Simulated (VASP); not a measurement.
# Sc (P-1) in VASP: single point with PBEsol

Aim: the single point of Sc with PBEsol.

Program: VASP 6.6.1. These are calculated values, not measurements. Logs are shortened: lines on timing, memory, paths and dates and some standing lists are left out, and cuts for length are marked.

### 1 The crystal as given

The typed cell holds 1 atom: a = 3.202 Å, b = 3.216 Å, c = 3.226 Å, α = 61.44°, β = 61.31°, γ = 62.16°.

This isn't the form of Sc at room conditions, which is hcp.

### 2 Single point, PBEsol

File INCAR:

```
SYSTEM = Sc
  PREC = Accurate
  ENCUT = 500
  EDIFF = 1E-6
  ISMEAR = 1
  SIGMA = 0.2
  LREAL = .FALSE.
  LASPH = .TRUE.
  NELM = 100
  ALGO = Normal
  ISIF = 2
  LWAVE = .FALSE.
  LCHARG = .FALSE.
  GGA = PS
  ADDGRID = .FALSE.
```

File KPOINTS:

```
regular mesh
0
G
  12 12 12
  0 0 0
```

File POSCAR:

```
Sc
1.0
    3.2019616822      0.0000000000      0.0000000000
    1.5021078373      2.8441406042      0.0000000000
    1.5489936237      0.9264468030      2.6741812389
Sc
1
Direct
    0.0000000000      0.0000000000      0.0000000000
```

Potentials or basis: VASP PAW PBE potentials, release 64 (Sc_sv).

Command:

```console
$ cat potpaw_PBE.64/Sc_sv/POTCAR > POTCAR
$ mpirun -np 1 vasp_std > vasp.out
```

OUTCAR:

```text
SYSTEM = Sc
   PREC = Accurate
   ENCUT = 500
   EDIFF = 1E-6
   ISMEAR = 1
   LREAL = .FALSE.
   LASPH = .TRUE.
   NELM = 100
   ISIF = 2
   GGA = PS

 Found    868 irreducible k-points:

 Following reciprocal coordinates:
            Coordinates               Weight
  0.000000  0.000000  0.000000      1.000000
  0.083333  0.000000 -0.000000      2.000000
  0.166667  0.000000 -0.000000      2.000000
  0.250000  0.000000  0.000000      2.000000
  0.333333  0.000000  0.000000      2.000000
  0.416667  0.000000  0.000000      2.000000
   k-points           NKPTS =    868   k-points in BZ     NKDIM =    868   number of bands    NBANDS=      9
   number of dos      NEDOS =    301   number of ions     NIONS =      1
   total plane-waves  NPLWV =  13824
   dimension x,y,z NGX =    24 NGY =   24 NGZ =   24
   dimension x,y,z NGXF=    48 NGYF=   48 NGZF=   48
   ions per type =               1
   NGX,Y,Z   is equivalent  to a cutoff of  12.46, 12.40, 12.37 a.u.
   NGXF,Y,Z  is equivalent  to a cutoff of  24.92, 24.81, 24.73 a.u.
 SYSTEM =  Sc
   PREC   = accura    normal or accurate (medium, high low for compatibility)
   ISTART =      0    job   : 0-new  1-cont  2-samecut
   ICHARG =      2    charge: 1-file 2-atom 10-const
   ISPIN  =      1    spin polarized calculation?
   LNONCOLLINEAR =      F non collinear calculations
   LSORBIT =      F    spin-orbit coupling
   LASPH  =      T    aspherical Exc in radial PAW
   ENCUT  =  500.0 eV  36.75 Ry    6.06 a.u.   5.84  5.86  5.88*2*pi/ulx,y,z
   NELM   =    100;   NELMIN=  2; NELMDL= -5     # of ELM steps
   EDIFF  = 0.1E-05   stopping-criterion for ELM
   LREAL  =      F    real-space projection
   EDIFFG = 0.1E-04   stopping-criterion for IOM
   NSW    =      0    number of steps for IOM
   IBRION =     -1    ionic relax: 0-MD 1-quasi-New 2-CG
   NFREE  =      0    steps in history (QN), initial steepest desc. (CG)
   ISIF   =      2    stress and relaxation
   ISYM   =      2    0-nonsym 1-usesym 2-fastsym
   POTIM  = 0.5000    time-step for ionic-motion
   TEBEG  =    0.0;   TEEND  =   0.0 temperature during run
   PSTRESS=    0.0 pullay stress
   NELECT =      11.0000    total number of electrons
   NUPDOWN=      -1.0000    fix difference up-down
   EMIN   =  10.00;   EMAX   =-10.00  energy-range for DOS
   EFERMI =   0.00;   METHOD = LEGACY
   ISMEAR =     1;   SIGMA  =   0.20  broadening in eV -4-tet -1-fermi 0-gaus
   EFERMI_NEDOS =   21; number of points for ismear=-14 and -15
   IALGO  =     38    algorithm
   IMIX   =      4    mixing-type and parameters
     AMIX     =   0.40;   BMIX     =  1.00
     AMIX_MAG =   1.60;   BMIX_MAG =  1.00
  volume/ion in A,a.u.               =      24.35       164.34
  Fermi-wavevector in a.u.,A,eV,Ry     =   1.256087  2.373660 21.466653  1.577755
  Thomas-Fermi vector in A             =   2.389812
   LORBIT       =      0    0 simple, 1 ext, 2 COOP (PROOUT), +10 PAW based schemes
   GGA     = PS    functional components
   LHFCALC =     F    Hartree Fock is set to
   AEXX    =    0.0000 exact exchange contribution
   IVDW    =     0    specifies the selected vdW correction
   LEPSILON=     F    determine dielectric tensor
   LRPA    =     F    only Hartree local field effects (RPA)
 non-spin polarized calculation
 Methfessel and Paxton  Order N= 1 SIGMA  =   0.20
  energy-cutoff  :      500.00
  volume of cell :       24.35
 maximum number of plane-waves:       632
   NGX = 11   NGY = 11   NGZ = 11

 number of electron      11.0000001 magnetization

 Free energy of the ion-electron system (eV)
  ---------------------------------------------------
  ext. energy  EPLUGINS =         0.00000000
  ---------------------------------------------------
  free energy    TOTEN  =        -6.55069824 eV

  energy without entropy =       -6.55026276  energy(sigma->0) =       -6.55055308

 E-fermi :   3.7018     XC(G=0): -10.0368

 val. band max:        3.7014771646   @ k =   0.0833   0.1667   0.5000
 cond. band min:       3.7027442798   @ k =   0.5000   0.0833   0.1667
 fundamental gap:      0.0012671152
 Fermi energy:         3.7018295890

 k-point     1 :       0.0000    0.0000    0.0000
  band No.  band energies     occupation
      1     -45.4924      2.00000
      2     -23.9935      2.00000
      3     -23.9910      2.00000
      4     -23.9749      2.00000
      5      -1.5155      2.00000
      6       5.1362     -0.00000
      7       5.2169     -0.00000
      8       5.5100     -0.00000
      9       6.6571     -0.00000

 k-point     2 :       0.0833    0.0000   -0.0000
  band No.  band energies     occupation
      1     -45.4883      2.00000
      2     -24.0181      2.00000
      3     -23.9960      2.00000
      4     -23.9809      2.00000
      5      -1.3398      2.00000
      6       5.0701     -0.00000
      7       5.2464     -0.00000
      8       5.5422     -0.00000
      9       6.6369     -0.00000

 k-point     3 :       0.1667    0.0000   -0.0000
  band No.  band energies     occupation
      1     -45.4770      2.00000
      2     -24.0950      2.00000
      3     -24.0037      2.00000
      4     -23.9926      2.00000
      5      -0.8339      2.00000
      6       4.7838     -0.00000
      7       5.3450     -0.00000
      8       5.6509     -0.00000
      9       6.5911     -0.00000

 k-point     4 :       0.2500    0.0000    0.0000
  band No.  band energies     occupation
      1     -45.4614      2.00000
      2     -24.1994      2.00000
      3     -24.0145      2.00000
      4     -24.0074      2.00000
      5      -0.0662      2.00000
      6       4.4093     -0.00001
      7       5.3515     -0.00000
      8       5.6582     -0.00000
      9       6.7456     -0.00000

 k-point     5 :       0.3333    0.0000    0.0000
  band No.  band energies     occupation
      1     -45.4458      2.00000
      2     -24.3022      2.00000
      3     -24.0263      2.00000
      4     -24.0210      2.00000
      5       0.8256      2.00000
      6       4.0935     -0.01826
      7       5.2288     -0.00000
      8       5.5305     -0.00000
      9       7.0574     -0.00000

 k-point     6 :       0.4167    0.0000    0.0000
  band No.  band energies     occupation
      1     -45.4344      2.00000
      2     -24.3764      2.00000
      3     -24.0361      2.00000
      4     -24.0297      2.00000
      5       1.5888      2.00000
      6       3.9322     -0.06910
      7       5.0989     -0.00000
      8       5.4040     -0.00000
      9       7.4027     -0.00000

 [... further k-points ...]

------------------------ aborting loop because EDIFF is reached ----------------------------------------

  FORCE on cell =-STRESS in cart. coord.  units (eV):
  Direction    XX          YY          ZZ          XY          YZ          ZX
  --------------------------------------------------------------------------------------
  -------------------------------------------------------------------------------------
  Total       -0.1092148     -0.3223551     -0.3170323      0.1476024      0.0565317      0.0654574
  in kB       -7.1851195    -21.2073830    -20.8572049      9.7105999      3.7191598      4.3063683
  external PRESSURE =     -16.4165691 kB  Pullay stress =       0.0000000 kB

 VOLUME and BASIS-vectors are now :
 -----------------------------------------------------------------------------
  energy-cutoff  :      500.00
  volume of cell :       24.35
      direct lattice vectors                 reciprocal lattice vectors
     3.201961682  0.000000000  0.000000000     0.312308547 -0.164943011 -0.123758636
     1.502107837  2.844140604  0.000000000     0.000000000  0.351600058 -0.121808778
     1.548993624  0.926446803  2.674181239     0.000000000  0.000000000  0.373946233

 POSITION                                       TOTAL-FORCE (eV/Angst)
 -----------------------------------------------------------------------------------
      0.00000      0.00000      0.00000        -0.000000      0.000000      0.000000
 -----------------------------------------------------------------------------------
    total drift:                               -0.000000     -0.000000      0.000000

  FREE ENERGIE OF THE ION-ELECTRON SYSTEM (eV)
  ---------------------------------------------------
  free  energy   TOTEN  =        -6.5506982448 eV

  energy  without entropy=       -6.5502627584  energy(sigma->0) =       -6.55055308
```

It took 42 s on 1 thread of Intel Xeon 6975P-C (Granite Rapids), shared host; peak memory 0.3 GiB.

These settings aren't checked as converged: the numbers below hold their error.

What came out:

* Free energy: -6.5507 eV
* Pressure: -1.6 GPa
* Band gap on the k mesh: none (metal or under the smearing width)

Caveat: the PAW data sets were made with another functional, which shifts forces and pressure a little.
